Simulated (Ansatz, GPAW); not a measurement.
## The bulk modulus of Au, sorted by core time

```
CELL_PARAMETERS angstrom
0.00000 2.03500 2.03500
2.03500 0.00000 2.03500
2.03500 2.03500 0.00000
ATOMIC_POSITIONS crystal
Au 0.00000 0.00000 0.00000
```

```csv
rung,level,program and potentials,cutoff (eV),k mesh,smearing,core time,chip,bulk modulus (GPa),notes
LDA,LDA,"Ansatz, Ansatz PAW",420,11 × 11 × 11,fermi-dirac 0.05,6.2 s,AMD EPYC 7R43 Zen 3,194.5,"potentials made for PBE, which Ansatz adapts in part"
meta-GGA,r2SCAN,"Ansatz, Ansatz PAW",500,11 × 11 × 11,fermi-dirac 0.05,13 s,AMD EPYC 7R43 Zen 3,156.0,"potentials made for PBE, which Ansatz adapts in part"
meta-GGA + U (4.5 eV),"r2SCAN+U (Au d U = 4.5 eV, amf)","Ansatz, Ansatz PAW",500,11 × 11 × 11,gaussian 0.05,20 s,Arm Neoverse V1,156.4,"potentials made for PBE, which Ansatz adapts in part"
GGA,WC,"GPAW, PAW data sets generated for this functional",600,11 × 11 × 11,fermi-dirac 0.05,70 s,AMD EPYC 7R13 Zen 3,170.9,this data set often lies off other programs
GGA + dispersion,revPBE+D3(BJ),"GPAW, the program's PAW data sets (release 1.2.1) made for this functional",600,11 × 11 × 11,fermi-dirac 0.05,76 s,Arm Neoverse V1,169.3,this data set often lies off other programs
GGA,PBEint,"GPAW, PAW data sets generated for this functional",600,11 × 11 × 11,fermi-dirac 0.05,77 s,Arm Neoverse V1,165.3,this data set often lies off other programs
```

Times are single runs on shared hosts and different chips, so they are rough; meshes, cutoffs and the tasks' sizes weigh on the time. Task: equation of state. All rows: no spin polarisation. Smearing widths are in eV. The cell comes from a database and isn't always the measured one. For a metal such meshes aren't converged. Meshes are those of the run's cell of 1 atom unless a note names another. Misses use the values as printed. Runs on faulty files, with rough fits or with known faults for this quantity aren't shown. No row holds spin-orbit coupling.

Measured: 167 GPa (pmc:11102561, doi:10.1038/s41598-024-61861-2).

Which of the timed runs is the cheapest that comes within 8 % of the measured bulk modulus?

r2SCAN (Ansatz, Ansatz PAW): 156.0 GPa in 13 s. One crystal doesn't make the level reliable, since errors can cancel. The runs are for a static lattice, while measurements hold temperature and zero-point motion.
